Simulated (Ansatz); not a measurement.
LaAlO₃:
```cif
data_AlLaO3
_chemical_formula_sum 'La1 Al1 O3'
_space_group_name_H-M_alt 'Pm-3m'
_space_group_IT_number 221
_space_group_name_Hall '-P 4 2 3'
_cell_length_a 3.77152
_cell_length_b 3.77152
_cell_length_c 3.77152
_cell_angle_alpha 90.000
_cell_angle_beta 90.000
_cell_angle_gamma 90.000
loop_
_atom_site_label
_atom_site_type_symbol
_atom_site_symmetry_multiplicity
_atom_site_Wyckoff_symbol
_atom_site_fract_x
_atom_site_fract_y
_atom_site_fract_z
_atom_site_occupancy
La1 La 1 b 0.50000 0.50000 0.50000 1
Al1 Al 1 a 0.00000 0.00000 0.00000 1
O1 O 3 d 0.00000 0.00000 0.50000 1
```

Relaxed with PBEsol.

Problem. Decompose the optical modes at the zone centre into irreducible representations, and say which are infrared and Raman allowed.

Solution. Point group m-3m: Γ_opt = 3T1u + T2u. Infrared: T1u. Raman: none.

Problem. Assign frequencies (DFPT, DFT-PBEsol in the program Ansatz with PAW potentials; without the LO–TO term).

Solution. T1u 150, T2u 275, T1u 415, T1u 674 cm⁻¹.

This is a known high-temperature phase of the composition, computed here at zero pressure and temperature. The PBEsol relaxation kept the symmetry of its start. At this level the phase is dynamically unstable (imaginary phonons). Scalar-relativistic: spin–orbit coupling is off unless named, which matters more the heavier the elements.

Potentials: the earlier of the program's two PAW sets. The files were generated under PBE; for other functionals the program regenerates the frozen cores, and for LDA and PBEsol the local potential too.
